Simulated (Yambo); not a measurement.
Input of a Yambo 5.3.0 run:

The input optics1.in:

```
optics
chi
Chimod= "HARTREE"
% BndsRnXd
 1 | 29 |
%
NGsBlkXd= 3 Ry
% LongDrXd
 1 | 0 | 0 |
%
% QpntsRXd
 1 | 1 |
%
% EnRngeXd
 0 | 20 | eV
%
% DmRngeXd
 0.1 | 0.1 | eV
%
ETStpsXd= 200
```

The input scf.in:

```
&CONTROL
  calculation = 'scf'
  prefix = 'pwscf'
  outdir = './tmp'
  pseudo_dir = './pseudo'
/
&SYSTEM
  ibrav = 0
  nat = 2
  ntyp = 2
  ecutwfc = 76
  nbnd = 9
  occupations = 'smearing'
  smearing = 'fd'
  degauss = 0.00367493
  force_symmorphic = .true.
/
&ELECTRONS
  conv_thr = 4d-10
  electron_maxstep = 120
  mixing_beta = 0.5
/
ATOMIC_SPECIES
P     30.9738 P.upf
B     10.8100 B.upf
CELL_PARAMETERS angstrom
   0.0000000000    2.2690000000    2.2690000000
   2.2690000000    0.0000000000    2.2690000000
   2.2690000000    2.2690000000    0.0000000000
ATOMIC_POSITIONS crystal
P      0.7500000000    0.7500000000    0.7500000000
B      0.0000000000    0.0000000000    0.0000000000
K_POINTS automatic
10 10 10 0 0 0
```

Contents of nscf.in:

```
&CONTROL
  calculation = 'nscf'
  prefix = 'pwscf'
  outdir = './tmp'
  pseudo_dir = './pseudo'
/
&SYSTEM
  ibrav = 0
  nat = 2
  ntyp = 2
  ecutwfc = 76
  nbnd = 124
  occupations = 'fixed'
  force_symmorphic = .true.
/
&ELECTRONS
  conv_thr = 1d-08
  diago_full_acc = .true.
  diago_thr_init = 1d-06
/
ATOMIC_SPECIES
P     30.9738 P.upf
B     10.8100 B.upf
CELL_PARAMETERS angstrom
   0.0000000000    2.2690000000    2.2690000000
   2.2690000000    0.0000000000    2.2690000000
   2.2690000000    2.2690000000    0.0000000000
ATOMIC_POSITIONS crystal
P      0.7500000000    0.7500000000    0.7500000000
B      0.0000000000    0.0000000000    0.0000000000
K_POINTS automatic
6 6 6 0 0 0
```

Potentials or basis: PseudoDojo 0.4.1 SR PBEsol standard.

The run is started by

```console
$ OMP_NUM_THREADS=1 pw.x -in scf.in > scf.out
$ OMP_NUM_THREADS=1 pw.x -in nscf.in > nscf.out
$ cd tmp/pwscf.save; p2y; mv SAVE ../..; cd ../..
$ OMP_NUM_THREADS=1 yambo
$ OMP_NUM_THREADS=1 yambo -F optics1.in -J optics1 -C optics1_out
```

(1) Predict the electronic dielectric constant along the field.

(2) Estimate the electronic dielectric constant along the field, independent particles.

(3) What does it give for the band gap on the k mesh, mean-field level?

Answers

(1) 10.31.

(2) 10.97.

(3) 1.23 eV, indirect (least direct gap 3.36 eV).

Caveat: this k mesh misses the band edges, so its gaps are larger than the crystal's; spectra need much finer meshes, so this one isn't converged; these spectra lack excitons.
